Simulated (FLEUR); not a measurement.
# Ru (P6_3/mmc) in FLEUR: a series of runs, part 2 of 2

FLEUR MaX-R8.1 (later development tree).

## 5. Equation of state, PW91, 13.57 Å³/atom

The input, inp.xml:

```xml
<?xml version="1.0" encoding="UTF-8" standalone="no"?>
<fleurInput fleurInputVersion="0.39">
   <comment>
      Ru                                                                                                  
   </comment>
   <calculationSetup>
      <cutoffs Kmax="4.36" Gmax="13.5" GmaxXC="13.5" numbands="0"/>
      <scfLoop itmax="60" minDistance="0.00001" maxIterBroyd="15" imix="Anderson" alpha="0.05" precondParam="0.0" spinf="2.0" sdNocoIR="T"/>
      <coreElectrons ctail="T" frcor="F" kcrel="0" coretail_lmax="0"/>
      <xcFunctional name="pw91" relativisticCorrections="F"/>
      <magnetism jspins="1"/>
      <soc l_soc="F" theta="0.0" phi="0.0" spav="F"/>
      <expertModes spex="0" secvar="F"/>
      <geometryOptimization l_f="F" forcealpha="1.0" forcemix="BFGS" epsdisp="0.00001" epsforce="0.00001"/>
      <ldaU l_linMix="F" mixParam="0.05" spinf="1.0"/>
   </calculationSetup>
   <cell>
      <bzIntegration valenceElectrons="32.0" mode="hist" fermiSmearingEnergy="0.00183747">
         <kPointListSelection listName="default-1"/>
         <!-- k-points included here -->
         <xi:include xmlns:xi="http://www.w3.org/2001/XInclude" href="kpts.xml"> </xi:include>
      </bzIntegration>
      <!-- symmetry operations included here -->
      <xi:include xmlns:xi="http://www.w3.org/2001/XInclude" href="sym.xml"> </xi:include>
      <bulkLattice scale="1.0000000000">
         <bravaisMatrix>
            <row-1>    5.1132209479426800     0.0000000000000000     0.0000000000000000</row-1>
            <row-2>   -2.5566104739713400     4.4281792361568231     0.0000000000000000</row-2>
            <row-3>    0.0000000000000000     0.0000000000000000     8.0916182929247409</row-3>
         </bravaisMatrix>
      </bulkLattice>
   </cell>
   <atomSpecies>
      <species name="Ruthenium (Ru)" element="Ru" atomicNumber="44">
         <mtSphere radius="2.25" gridPoints="767" logIncrement="0.017"/>
         <atomicCutoffs lmax="9" lnonsphr="7"/>
         <electronConfig flipSpins="F">
            <coreConfig>(1s1/2) (2s1/2) (2p1/2) (2p3/2) (3s1/2) (3p1/2) (3p3/2) (3d3/2) (3d5/2)</coreConfig>
            <valenceConfig>(4s1/2) (4p1/2) (4p3/2) (5s1/2) (4d3/2) (4d5/2)</valenceConfig>
            <stateOccupation state="(5s1/2)" spinUp="0.500000" spinDown="0.500000"/>
            <stateOccupation state="(4d3/2)" spinUp="1.400000" spinDown="1.400000"/>
            <stateOccupation state="(4d5/2)" spinUp="2.100000" spinDown="2.100000"/>
         </electronConfig>
         <energyParameters s="5" p="5" d="4" f="4"/>
         <lo type="SCLO" l="0" n="4" eDeriv="0"/>
         <lo type="SCLO" l="1" n="4" eDeriv="0"/>
         <lo type="SCLO" l="1" n="4" eDeriv="1"/>
         <lo type="SCLO" l="2" n="4" eDeriv="2"/>
         <lo type="SCLO" l="3" n="4" eDeriv="2"/>
      </species>
   </atomSpecies>
   <atomGroups>
      <atomGroup species="Ruthenium (Ru)">
         <relPos label="                   1">-1.000/3.000 1.000/3.000 -1.000/4.000</relPos>
         <relPos label="                   2">1.000/3.000 -1.000/3.000 1.000/4.000</relPos>
         <force calculate="T" relaxXYZ="TTT"/>
      </atomGroup>
   </atomGroups>
   <output dos="F" band="F" slice="F">
      <checks vchk="F" cdinf="F"/>
      <bandDOS minEnergy="-.5*Htr" maxEnergy="0.5*Htr" sigma="0.015" storeEVData="T"/>
      <vacuumDOS vacdos="F" integ="F" star="F" nstars="0" locx1="0.0" locy1="0.0" locx2="0.0" locy2="0.0" nstm="0" tworkf="0.0"/>
      <unfoldingBand unfoldBand="F" supercellX="1" supercellY="1" supercellZ="1"/>
      <plotting iplot="0" polar="F">
         <plot TwoD="T" vec1="  1.0  0.0  0.0" vec2="  0.0  1.0  0.0" vec3="  0.0  0.0  1.0" zero="  0.0  0.0  0.0" file="plot"/>
      </plotting>
      <chargeDensitySlicing numkpt="0" minEigenval="0.0" maxEigenval="0.0" nnne="0" pallst="F"/>
      <specialOutput eonly="F"/>
      <moessbauerParams electricFieldGradient="T" isomerShift="T" coreHyperfine="T" valenceHyperfine="T"/>
      <magneticCircularDichroism mcd="F" energyLo="-10.0" energyUp="0.0"/>
   </output>
  <!-- We include the file relax.xml here to enable relaxations (see documentation) -->
  <xi:include xmlns:xi="http://www.w3.org/2001/XInclude" href="relax.xml"> <xi:fallback/> </xi:include>
</fleurInput>
```

Launch:

```console
$ inpgen -f crystal.txt -profile fastHighL
$ # inp.xml edited to the form shown
$ fleur_MPI
```

Wall time 34 s (1 thread of Intel Xeon Platinum 8259CL at 2.50GHz (Skylake/Cascade Lake), shared host); peak memory 0.09 GiB.

Results (log left out):

```
Free energy                                           : -246677.5194 eV
Band gap on the k mesh                                : none (metal or under the smearing width)
Valence electrons inside the program's atomic spheres : Ru 13.88 (radii Ru 2.25 bohr)
```

## 6. Equation of state, PW91, 14.12 Å³/atom (volume scaled by 1.04)

inp.xml: that of step 5 with these lines changed.

```diff
@@ -24,3 +24,3 @@
       <xi:include xmlns:xi="http://www.w3.org/2001/XInclude" href="sym.xml"> </xi:include>
-      <bulkLattice scale="1.0000000000">
+      <bulkLattice scale="1.0131594038">
          <bravaisMatrix>
```

Potentials or basis: all-electron, FLAPW.

Launch:

```console
$ inpgen -f crystal.txt -profile fastHighL
$ # inp.xml edited to the form shown
$ fleur_MPI
```

Run time: 37 s. Hardware: 1 thread of Intel Xeon Platinum 8259CL at 2.50GHz (Skylake/Cascade Lake), shared host; peak memory 0.09 GiB.

The run converged. Its results:

```yaml
Free_energy: -246677.5122 eV
Band_gap_on_the_k_mesh: none (metal or under the smearing width)
Valence_electrons_inside_the_program's_atomic_spheres: Ru 13.82 (radii Ru 2.25 bohr)
```

## 7. Equation of state, PW91, 14.39 Å³/atom (volume scaled by 1.06)

inp.xml: that of step 6 with these lines changed.

```diff
@@ -24,3 +24,3 @@
       <xi:include xmlns:xi="http://www.w3.org/2001/XInclude" href="sym.xml"> </xi:include>
-      <bulkLattice scale="1.0131594038">
+      <bulkLattice scale="1.0196128224">
          <bravaisMatrix>
```

Launch:

```console
$ inpgen -f crystal.txt -profile fastHighL
$ # inp.xml edited to the form shown
$ fleur_MPI
```

It took 37 s on 1 thread of Intel Xeon Platinum 8259CL at 2.50GHz (Skylake/Cascade Lake), shared host; peak memory 0.09 GiB.

It converged, with:

```
Free energy                                           : -246677.4804 eV
Band gap on the k mesh                                : none (metal or under the smearing width)
Valence electrons inside the program's atomic spheres : Ru 13.80 (radii Ru 2.25 bohr)
```

## 8. Equation of state, PW91

Potentials or basis: all-electron, FLAPW.

This step only gathers the single runs of the series.

Results:

| Item | Value |
| --- | --- |
| Equilibrium volume | 13.79 Å³/atom |
| Bulk modulus at fixed shape and positions | 311 GPa |
| Pressure derivative of the bulk modulus | 4.8 (rough: it moves with the points fitted) |

Energy against volume, from the lowest point:
| volume (Å³/atom) | energy (meV/atom) |
| --- | --- |
| 12.760 | 84.01 |
| 13.032 | 42.18 |
| 13.575 | 0.00 |
| 14.118 | 3.58 |
| 14.389 | 19.50 |

Caveat: the cell was scaled at fixed shape and fractional positions, which overstates the stiffness of a crystal with free parameters, most of all of layers and chains.
